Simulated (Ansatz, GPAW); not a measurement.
## One calculation of CuO, 3 ways

```
CELL_PARAMETERS angstrom
2.87950 0.00000 0.00000
0.03907 2.87928 0.00000
0.01750 0.01724 5.17634
ATOMIC_POSITIONS crystal
Cu 0.98699 0.50655 0.99987
Cu 0.48639 0.00099 0.50254
O 0.99593 0.99062 0.74703
O 0.00004 0.99172 0.25001
```

The cell comes from a database or a generator and needn't be the stable form of this composition.

Atoms were shifted at random by some hundredths of an Å from the given cell, which wasn't relaxed again for these runs.

Alike in all runs: task single point; functional PBEsol; k mesh 9 × 9 × 5; occupations fermi-dirac, width 0.05 eV; no spin polarisation; no spin-orbit coupling. Pressure is positive in compression and, in plane waves, holds the error of the finite cutoff, which Ansatz's Pulay term estimates and takes out.

```tsv
program and potentials	plane-wave cutoff (eV)	notes	pressure (GPa)	largest force (eV/Å)
Ansatz, Ansatz PAW	420	potentials made for PBE, which Ansatz adapts in part; 12.5 valence electrons an atom on average	?	?
GPAW, PAW data sets generated for this functional	800	8.5 valence electrons an atom on average; this data set often lies off other programs	0.99	0.709
Ansatz, all-electron LAPW, scalar-relativistic	-	-	-1.72	0.645
```

Problem. Estimate from the other rows what the run with Ansatz, Ansatz PAW gave.

Solution. Pressure -1.73 GPa; largest force 0.643 eV/Å. Its pressure holds a Pulay term of +0.69 GPa. The other rows, which needn't bracket it: pressure -1.72 to 0.99; largest force 0.645 to 0.709.
